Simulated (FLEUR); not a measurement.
# Sr (Im-3m) in FLEUR: density of states with PBE

Aim: the density of states of Sr with PBE.

All numbers are computed with FLEUR MaX-R8.1 (patched build s14); they aren't measurements. Logs are shortened: lines on timing, memory, paths and dates and some standing lists are left out, and cuts for length are marked.

## Step 1: The crystal as given

Symmetry: Im-3m, No. 229, cubic system. Conventional cell: a = 4.870 Å, b = 4.870 Å, c = 4.870 Å, α = 90.00°, β = 90.00°, γ = 90.00°. Sr (site symmetry m-3m) has 8 Sr at 4.22 Å as nearest neighbours.

This isn't the form of Sr at room conditions, which is fcc.

## Step 2: Density of states, PBE

File inp.xml:

```xml
<?xml version="1.0" encoding="UTF-8" standalone="no"?>
<fleurInput fleurInputVersion="0.39">
   <comment>
      Sr                                                                                                  
   </comment>
   <calculationSetup>
      <cutoffs Kmax="3.8" Gmax="11.8" GmaxXC="11.8" numbands="0"/>
      <scfLoop itmax="60" minDistance="0.00001" maxIterBroyd="15" imix="Anderson" alpha="0.05" precondParam="0.0" spinf="2.0"/>
      <coreElectrons ctail="T" frcor="F" kcrel="0" coretail_lmax="0"/>
      <xcFunctional name="pbe" relativisticCorrections="F"/>
      <magnetism jspins="1"/>
      <soc l_soc="F" theta="0.0" phi="0.0" spav="F"/>
      <expertModes spex="0" secvar="F"/>
      <geometryOptimization l_f="F" forcealpha="1.0" forcemix="BFGS" epsdisp="0.00001" epsforce="0.00001"/>
      <ldaU l_linMix="F" mixParam="0.05" spinf="1.0"/>
   </calculationSetup>
   <cell>
      <bzIntegration valenceElectrons="10.0" mode="hist" fermiSmearingEnergy="0.00183747">
         <kPointListSelection listName="default-1"/>
         <!-- k-points included here -->
         <xi:include xmlns:xi="http://www.w3.org/2001/XInclude" href="kpts.xml"> </xi:include>
      </bzIntegration>
      <!-- symmetry operations included here -->
      <xi:include xmlns:xi="http://www.w3.org/2001/XInclude" href="sym.xml"> </xi:include>
      <bulkLattice scale="1.0">
         <bravaisMatrix>
            <row-1>   -4.6014831134009997     4.6014831134009997     4.6014831134009997</row-1>
            <row-2>    4.6014831134009997    -4.6014831134009997     4.6014831134009997</row-2>
            <row-3>    4.6014831134009997     4.6014831134009997    -4.6014831134009997</row-3>
         </bravaisMatrix>
      </bulkLattice>
   </cell>
   <atomSpecies>
      <species name="Strontium (Sr)" element="Sr" atomicNumber="38">
         <mtSphere radius="2.66" gridPoints="879" logIncrement="0.014"/>
         <atomicCutoffs lmax="11" lnonsphr="8"/>
         <electronConfig flipSpins="F">
            <coreConfig>(1s1/2) (2s1/2) (2p1/2) (2p3/2) (3s1/2) (3p1/2) (3p3/2) (3d3/2) (3d5/2)</coreConfig>
            <valenceConfig>(4s1/2) (4p1/2) (4p3/2) (5s1/2)</valenceConfig>
         </electronConfig>
         <energyParameters s="5" p="4" d="4" f="4"/>
         <lo type="SCLO" l="0" n="4" eDeriv="0"/>
         <lo type="HELO" l="1" n="5" eDeriv="0"/>
         <lo type="HELO" l="1" n="5" eDeriv="1"/>
         <lo type="SCLO" l="2" n="4" eDeriv="2"/>
         <lo type="SCLO" l="3" n="4" eDeriv="2"/>
      </species>
   </atomSpecies>
   <atomGroups>
      <atomGroup species="Strontium (Sr)">
         <relPos label="                   1">.0000000000 .0000000000 .0000000000</relPos>
         <force calculate="T" relaxXYZ="TTT"/>
      </atomGroup>
   </atomGroups>
   <output dos="F" band="F" slice="F">
      <checks vchk="F" cdinf="F"/>
      <bandDOS minEnergy="-.5*Htr" maxEnergy="0.5*Htr" sigma="0.015" storeEVData="T"/>
      <vacuumDOS vacdos="F" integ="F" star="F" nstars="0" locx1="0.0" locy1="0.0" locx2="0.0" locy2="0.0" nstm="0" tworkf="0.0"/>
      <unfoldingBand unfoldBand="F" supercellX="1" supercellY="1" supercellZ="1"/>
      <plotting iplot="0" polar="F">
         <plot TwoD="T" vec1="  1.0  0.0  0.0" vec2="  0.0  1.0  0.0" vec3="  0.0  0.0  1.0" zero="  0.0  0.0  0.0" file="plot"/>
      </plotting>
      <chargeDensitySlicing numkpt="0" minEigenval="0.0" maxEigenval="0.0" nnne="0" pallst="F"/>
      <specialOutput eonly="F"/>
      <magneticCircularDichroism mcd="F" energyLo="-10.0" energyUp="0.0"/>
   </output>
  <!-- We include the file relax.xml here to enable relaxations (see documentation) -->
  <xi:include xmlns:xi="http://www.w3.org/2001/XInclude" href="relax.xml"> <xi:fallback/> </xi:include>
</fleurInput>
```

File crystal.txt:

```
Sr
&input cartesian=F /
-2.4350000000  2.4350000000  2.4350000000
2.4350000000  -2.4350000000  2.4350000000
2.4350000000  2.4350000000  -2.4350000000
1.8897261246
1.0 1.0 1.0

1
38 0.0000000000  0.0000000000  0.0000000000

&kpt div1=8 div2=8 div3=8 gamma=T /
```

File inp.xml (dos):

```
<?xml version="1.0" encoding="UTF-8" standalone="no"?>
<fleurInput fleurInputVersion="0.39">
   <comment>
      Sr                                                                                                  
   </comment>
   <calculationSetup>
      <cutoffs Kmax="3.8" Gmax="11.8" GmaxXC="11.8" numbands="0"/>
      <scfLoop itmax="60" minDistance="0.00001" maxIterBroyd="15" imix="Anderson" alpha="0.05" precondParam="0.0" spinf="2.0"/>
      <coreElectrons ctail="T" frcor="F" kcrel="0" coretail_lmax="0"/>
      <xcFunctional name="pbe" relativisticCorrections="F"/>
      <magnetism jspins="1"/>
      <soc l_soc="F" theta="0.0" phi="0.0" spav="F"/>
      <expertModes spex="0" secvar="F"/>
      <geometryOptimization l_f="F" forcealpha="1.0" forcemix="BFGS" epsdisp="0.00001" epsforce="0.00001"/>
      <ldaU l_linMix="F" mixParam="0.05" spinf="1.0"/>
   </calculationSetup>
   <cell>
      <bzIntegration valenceElectrons="10.0" mode="hist" fermiSmearingEnergy="0.00183747">
         <kPointListSelection listName="default-1"/>
         <!-- k-points included here -->
         <xi:include xmlns:xi="http://www.w3.org/2001/XInclude" href="kpts.xml"> </xi:include>
      </bzIntegration>
      <!-- symmetry operations included here -->
      <xi:include xmlns:xi="http://www.w3.org/2001/XInclude" href="sym.xml"> </xi:include>
      <bulkLattice scale="1.0">
         <bravaisMatrix>
            <row-1>   -4.6014831134009997     4.6014831134009997     4.6014831134009997</row-1>
            <row-2>    4.6014831134009997    -4.6014831134009997     4.6014831134009997</row-2>
            <row-3>    4.6014831134009997     4.6014831134009997    -4.6014831134009997</row-3>
         </bravaisMatrix>
      </bulkLattice>
   </cell>
   <atomSpecies>
      <species name="Strontium (Sr)" element="Sr" atomicNumber="38">
         <mtSphere radius="2.66" gridPoints="879" logIncrement="0.014"/>
         <atomicCutoffs lmax="11" lnonsphr="8"/>
         <electronConfig flipSpins="F">
            <coreConfig>(1s1/2) (2s1/2) (2p1/2) (2p3/2) (3s1/2) (3p1/2) (3p3/2) (3d3/2) (3d5/2)</coreConfig>
            <valenceConfig>(4s1/2) (4p1/2) (4p3/2) (5s1/2)</valenceConfig>
         </electronConfig>
         <energyParameters s="5" p="4" d="4" f="4"/>
         <lo type="SCLO" l="0" n="4" eDeriv="0"/>
         <lo type="HELO" l="1" n="5" eDeriv="0"/>
         <lo type="HELO" l="1" n="5" eDeriv="1"/>
         <lo type="SCLO" l="2" n="4" eDeriv="2"/>
         <lo type="SCLO" l="3" n="4" eDeriv="2"/>
      </species>
   </atomSpecies>
   <atomGroups>
      <atomGroup species="Strontium (Sr)">
         <relPos label="                   1">.0000000000 .0000000000 .0000000000</relPos>
         <force calculate="T" relaxXYZ="TTT"/>
      </atomGroup>
   </atomGroups>
   <output dos="T" band="F" slice="F">
      <checks vchk="F" cdinf="F"/>
      <bandDOS minEnergy="-0.8*Htr" maxEnergy="0.5*Htr" sigma="0.005" storeEVData="T"/>
      <vacuumDOS vacdos="F" integ="F" star="F" nstars="0" locx1="0.0" locy1="0.0" locx2="0.0" locy2="0.0" nstm="0" tworkf="0.0"/>
      <unfoldingBand unfoldBand="F" supercellX="1" supercellY="1" supercellZ="1"/>
      <plotting iplot="0" polar="F">
         <plot TwoD="T" vec1="  1.0  0.0  0.0" vec2="  0.0  1.0  0.0" vec3="  0.0  0.0  1.0" zero="  0.0  0.0  0.0" file="plot"/>
      </plotting>
      <chargeDensitySlicing numkpt="0" minEigenval="0.0" maxEigenval="0.0" nnne="0" pallst="F"/>
      <specialOutput eonly="F"/>
      <magneticCircularDichroism mcd="F" energyLo="-10.0" energyUp="0.0"/>
   </output>
  <!-- We include the file relax.xml here to enable relaxations (see documentation) -->
  <xi:include xmlns:xi="http://www.w3.org/2001/XInclude" href="relax.xml"> <xi:fallback/> </xi:include>
</fleurInput>
```

Potentials or basis: all-electron, FLAPW.

Launch:

```console
> inpgen -f crystal.txt -profile fastHighL
> # inp.xml edited to the form shown
> fleur
> # inp.xml edited to the form shown
> fleur   # second run, on inp.xml (dos)
```

Output:

```text
Welcome to FLEUR        (www.flapw.de)
      MaX-Release 8.1          (www.max-centre.eu)

 ========== k-point set info ==========
 Selected k-point list: default-1
 k-point list type: mesh
 8 x 8 x 8
 Number of k points: 29

 ------------Calculation Setup---------------------------
 Number of OMP-threads    :            1
 Number of basis functions:          407
 Approximate size of matrices (H+S) per k-point:         0.002 GB
 --------------------------------------------------------
 Iteration:     1   Distance:       1.38617635 me/bohr^3
 Iteration:     2   Distance:       1.31769951 me/bohr^3
 Iteration:     3   Distance:       0.21247105 me/bohr^3
 Iteration:     4   Distance:       0.11317902 me/bohr^3
 Iteration:     5   Distance:       0.03321987 me/bohr^3
 Iteration:     6   Distance:       0.00552731 me/bohr^3
 Iteration:     7   Distance:       0.00475267 me/bohr^3
 Iteration:     8   Distance:       0.00043892 me/bohr^3
 Iteration:     9   Distance:       0.00003509 me/bohr^3
 Iteration:    10   Distance:       0.00003712 me/bohr^3
 Iteration:    11   Distance:       0.00000196 me/bohr^3

 ********************************************************************
 Run finished successfully
 Stop message:
   all done
 ********************************************************************
```

output (dos):

```text
Welcome to FLEUR        (www.flapw.de)
      MaX-Release 8.1          (www.max-centre.eu)

 ========== k-point set info ==========
 Selected k-point list: default-1
 k-point list type: mesh
 8 x 8 x 8
 Number of k points: 29

 ------------Calculation Setup---------------------------
 Number of OMP-threads    :            1
 Number of basis functions:          407
 Approximate size of matrices (H+S) per k-point:         0.002 GB
 --------------------------------------------------------
 Makedos:           1
 Local                          1           7
 Local                          2           7
 Local                          3           7
 Local                          4           7
 Local                          5           7
 Local                          6           7
 Local                          7           7
 Smooth:           1
 WriteDos:           1
Local.1               Total                INT                  Sym                  MT:1s                MT:1p                MT:1d                MT:1f
 done:Local.1

 Note: DOS data (together with different weights) is also stored in the banddos.hdf file.
       A convenient way of extracting and plotting the data from that file is by making use of the

 ********************************************************************
 Run finished successfully
 Stop message:
   Charge density postprocessing done.
 ********************************************************************
```

out.xml (last iteration):

```text
<iteration numberForCurrentRun="   11" overallNumber="   11">
         <energyParameters units="Htr">
            <atomicEP atomType="1" spin="1" branch="5s" branchLowest="-1.14" branchHighest="2.17" value="0.0951743167"/>
            <atomicEP atomType="1" spin="1" branch="4p" branchLowest="-9.11" branchHighest="-0.40" value="-0.5377530130"/>
            <atomicEP atomType="1" spin="1" branch="4d" branchLowest="-4.41" branchHighest="0.78" value="0.1995749618"/>
            <atomicEP atomType="1" spin="1" branch="4f" branchLowest="-9.99" branchHighest="1.94" value="0.4309932051"/>
            <loAtomicEP atomType="1" spin="1" branch="4s" branchLowest="-11.97" branchHighest="-1.14" value="-1.2108883439"/>
            <heloAtomicEP atomType="1" spin="1" branch="5p" branchLowest="1.76" branchHighest="1.76" value="1.7644263216"/>
            <heloAtomicEP atomType="1" spin="1" branch="5p" branchLowest="1.76" branchHighest="1.76" value="1.7644263216"/>
            <loAtomicEP atomType="1" spin="1" branch="4d" branchLowest="-4.41" branchHighest="0.78" value="0.1989918392"/>
            <loAtomicEP atomType="1" spin="1" branch="4f" branchLowest="-9.99" branchHighest="1.94" value="0.4309913550"/>
         </energyParameters>
         <eigenvalues>
            <eigenvaluesAt spin="1" ikpt="1" k_x="0.00000000" k_y="0.00000000" k_z="0.00000000">
                      -1.2104840101       -0.5450915389       -0.5450915389       -0.5450915389        0.0065433855
                       0.2229544184        0.2229544184        0.2229544184        0.2695228949
            </eigenvaluesAt>
            <eigenvaluesAt spin="1" ikpt="2" k_x="0.00000000" k_y="0.00000000" k_z="0.12500000">
                      -1.2104191134       -0.5460098027       -0.5453961302       -0.5450897255        0.0157926872
                       0.2151610537        0.2159203308        0.2317954846        0.2604594344
            </eigenvaluesAt>
            <eigenvaluesAt spin="1" ikpt="3" k_x="0.00000000" k_y="0.00000000" k_z="0.25000000">
                      -1.2102623924       -0.5481956239       -0.5461287504       -0.5450874947        0.0416425060
                       0.1899492973        0.1996497141        0.2574883131        0.2607465276
            </eigenvaluesAt>
            <eigenvaluesAt spin="1" ikpt="4" k_x="0.00000000" k_y="0.00000000" k_z="0.37500000">
                      -1.2101054626       -0.5503355485       -0.5468563084       -0.5450855610        0.0774148531
                       0.1611997557        0.1870870717        0.2648678050        0.2794491957
            </eigenvaluesAt>
         </eigenvalues>
         <bandgap value="0.0001923861" units="eV"/>
         <sumValenceSingleParticleEnergies value="-5.5209472003" units="Htr"/>
         <FermiEnergy value="0.1376165512" units="Htr"/>
         <valenceDensity>
            <mtCharges spin="1">
               <mtCharge atomType="1" total="7.9644233" s="2.0966966" p="5.7293509" d="0.1379794" f="0.0003773"/>
            </mtCharges>
            <spinDependentCharge spin="1" total="10.0000000" interstitial="2.0355767" mtSpheres="7.9644233"/>
            <totalCharge value="10.0000000000"/>
         </valenceDensity>
         <coreStates atomType="     1" atomicNumber=" 38" spin="1" kinEnergy="   3228.3904902244" eigValSum="  -1871.9610819219" lostElectrons=" 0.000020">
            <state n="1" l="0" j="0.5" energy="-585.1624798736" weight="1.0000000000"/>
            <state n="2" l="0" j="0.5" energy="-78.9677482763" weight="1.0000000000"/>
            <state n="2" l="1" j="0.5" energy="-71.8369379096" weight="1.0000000000"/>
            <state n="2" l="1" j="1.5" energy="-69.3229260662" weight="2.0000000000"/>
            <state n="3" l="0" j="0.5" energy="-11.9665648187" weight="1.0000000000"/>
            <state n="3" l="1" j="0.5" energy="-9.3771868449" weight="1.0000000000"/>
            <state n="3" l="1" j="1.5" energy="-8.9917914775" weight="2.0000000000"/>
            <state n="3" l="2" j="1.5" energy="-4.4483896019" weight="2.0000000000"/>
            <state n="3" l="2" j="2.5" energy="-4.3811363155" weight="3.0000000000"/>
         </coreStates>
         <allElectronCharges>
            <spinDependentCharge spin="1" total="38.0000000" interstitial="2.0355964" mtSpheres="35.9644036"/>
            <totalCharge value="37.9999999975"/>
         </allElectronCharges>
         <totalEnergy                                    value="    -3179.8514532157" units="Htr">
            <sumOfEigenvalues                            value="    -1877.4820291222">
               <coreElectrons value="-1871.9610819219"/>
               <valenceElectrons value="-5.5209472003"/>
            </sumOfEigenvalues>
            <densityCoulombPotentialIntegral value="-5015.8623926679"/>
            <densityEffectivePotentialIntegral value="-5152.8467074077"/>
            <chargeDenXCDenIntegral value="-105.1787611723"/>
            <FockExchangeEnergyValence value="0.0000000000"/>
            <FockExchangeEnergyCore value="0.0000000000"/>
            <atomTypeDependentContributions atomType="1">
               <electronNucleiInteractionDifferentMTs value="3827.2762985357"/>
               <MadelungTerm value="-14.8298754593"/>
            </atomTypeDependentContributions>
            <tkbTimesEntropy value="0.0003497299"/>
            <freeEnergy value="-3179.8518029457"/>
            <extrapolationTo0K value="-3179.8516280807"/>
         </totalEnergy>
         <densityConvergence units="me/bohr^3">
            <chargeDensity spin="1" distance="0.0000019598"/>
         </densityConvergence>
      </iteration>
```

Wall time 10 s (1 thread of Intel Xeon 6975P-C (Granite Rapids), shared host); peak memory 0.06 GiB.

Results:

- Free energy: -86528.1756 eV
- Band gap on the k mesh: none (metal or under the smearing width)
- Valence electrons inside the program's atomic spheres: Sr 7.96 (radii Sr 2.66 bohr)

States per cell in windows of 0.5 eV (zero at the Fermi level; states under -8 eV left out):
```tsv
from (eV)	total	INT	MT:1d	MT:1s	MT:1p	MT:1f	Sym
-8.0	0.00	0.00	0.00	0.00	0.00	0.00	0.00
-7.5	0.00	0.00	0.00	0.00	0.00	0.00	0.00
-7.0	0.00	0.00	0.00	0.00	0.00	0.00	0.00
-6.5	0.00	0.00	0.00	0.00	0.00	0.00	0.00
-6.0	0.00	0.00	0.00	0.00	0.00	0.00	0.00
-5.5	0.00	0.00	0.00	0.00	0.00	0.00	0.00
-5.0	0.00	0.00	0.00	0.00	0.00	0.00	0.00
-4.5	0.00	0.00	0.00	0.00	0.00	0.00	0.00
-4.0	0.01	0.01	0.00	0.00	0.00	0.00	0.00
-3.5	0.08	0.07	0.00	0.01	0.00	0.00	0.00
-3.0	0.13	0.11	0.00	0.01	0.00	0.00	0.00
-2.5	0.22	0.19	0.00	0.02	0.01	0.00	0.00
-2.0	0.28	0.25	0.01	0.02	0.01	0.00	0.00
-1.5	0.33	0.28	0.02	0.02	0.01	0.00	0.00
-1.0	0.47	0.39	0.04	0.03	0.01	0.00	0.00
-0.5	0.57	0.46	0.08	0.01	0.02	0.00	0.00
0.0	0.91	0.73	0.14	0.00	0.04	0.00	0.00
0.5	0.99	0.72	0.24	0.00	0.02	0.00	0.00
1.0	1.12	0.73	0.37	0.01	0.01	0.00	0.00
1.5	0.60	0.37	0.22	0.00	0.01	0.00	0.00
2.0	0.55	0.33	0.20	0.00	0.01	0.00	0.00
2.5	0.70	0.41	0.26	0.01	0.01	0.00	0.00
3.0	1.32	0.69	0.58	0.03	0.02	0.00	0.00
3.5	1.44	0.67	0.73	0.02	0.02	0.00	0.00
4.0	0.29	0.11	0.17	0.00	0.00	0.00	0.00
4.5	0.00	0.00	0.00	0.00	0.00	0.00	0.00
5.0	0.00	0.00	0.00	0.00	0.00	0.00	0.00
5.5	0.00	0.00	0.00	0.00	0.00	0.00	0.00
6.0	0.00	0.00	0.00	0.00	0.00	0.00	0.00
6.5	0.00	0.00	0.00	0.00	0.00	0.00	0.00
7.0	0.00	0.00	0.00	0.00	0.00	0.00	0.00
7.5	0.00	0.00	0.00	0.00	0.00	0.00	0.00
```

Core levels (eV from the Fermi level):
| atom | levels |
| --- | --- |
| 1 Sr | 1s1/2 -15926.8, 2s1/2 -2152.6, 2p1/2 -1958.5, 2p3/2 -1890.1, 3s1/2 -329.4, 3p1/2 -258.9, 3p3/2 -248.4, 3d3/2 -124.8, 3d5/2 -123.0 |

Caveat: the cell was measured hot, at 901 K.
